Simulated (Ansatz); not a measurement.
**InSe: symmetry broken, then relaxed**

Theory: DFT PBEsol, scalar-relativistic, plane waves, PAW in Ansatz. Settings: plane waves to 420 eV, k-mesh 6×6×4 (Γ-centred), Gaussian smearing 0.05 eV. No spin polarisation. Energies are free energies at this smearing, counted from the undisturbed cell; pressure is positive in compression.

The starting cell (relaxed at this level; this form isn't the usual structure):

```yaml
crystal:
  lattice:
    - [0.00000, -4.11055, 0.00000]
    - [-1.60512, 0.00000, 4.27209]
    - [-10.14473, 0.00000, -4.26150]
  atoms:
    - { symbol: In, position: [0.50000, 0.64325, 0.61420] }
    - { symbol: In, position: [0.00000, 0.14325, 0.11420] }
    - { symbol: In, position: [0.50000, 0.35675, 0.38580] }
    - { symbol: In, position: [0.00000, 0.85675, 0.88580] }
    - { symbol: Se, position: [0.50000, 0.48277, 0.84528] }
    - { symbol: Se, position: [0.00000, 0.98277, 0.34528] }
    - { symbol: Se, position: [0.50000, 0.51723, 0.15472] }
    - { symbol: Se, position: [0.00000, 0.01723, 0.65472] }
```

The atoms are displaced (Å, in the unstrained cell):

```tsv
atom	ux	uy	uz
In1	0.040	-0.148	0.091
In2	0.068	-0.074	0.025
In3	-0.506	0.086	-0.016
In4	-0.059	0.030	-0.184
Se5	0.175	0.092	0.048
Se6	0.013	0.094	0.054
Se7	0.208	0.110	0.143
Se8	0.061	-0.189	-0.162
```

Cell and atoms are then relaxed.

Does the relaxation return to the undisturbed structure?

Yes (up to a choice of domain or origin): same space group and volume, and an energy 0.0 meV/atom from it. The disturbance itself cost 280.3 meV/atom. The final space group reads C2/m (tolerance 0.05 Å) and the volume changes by 0.03 %.

Final structure:

```
In Se
1.0
    -0.00065   -4.11284   -0.00089
    -1.60444    0.00067    4.27064
   -10.14531   -0.00253   -4.26189
In Se
4 4
Cartesian
  -7.2641 -2.0564 0.1292
  -1.3889 -0.0019 0.1242
  -4.4864 -2.0582 -0.1208
  -10.3616 -4.1129 -0.1168
  -9.3512 -2.0566 -1.5407
  -5.0807 -0.0008 2.7254
  -2.3988 -2.0582 1.5484
  -6.6699 -4.1138 -2.7175
```

The relaxation, step by step (energy from the first step; small jumps at an unchanged geometry come where the plane waves are selected anew for the new cell):

```
step  ΔE (meV/atom) largest force component (eV/Å) pressure (GPa)
   1            0.0                           8.075            3.25
   2         -191.4                           2.659            0.84
   3         -263.5                           1.065            0.43
   4         -278.5                           0.168            0.23
   5         -280.2                           0.013           -0.03
   6         -280.3                           0.003           -0.01
   7         -280.3                           0.003           -0.01
```

Cost: 3 runs of about 27 core-minutes in all, on Intel Xeon Processor @ 2.50GHz (Skylake/Cascade Lake) (shared hosts).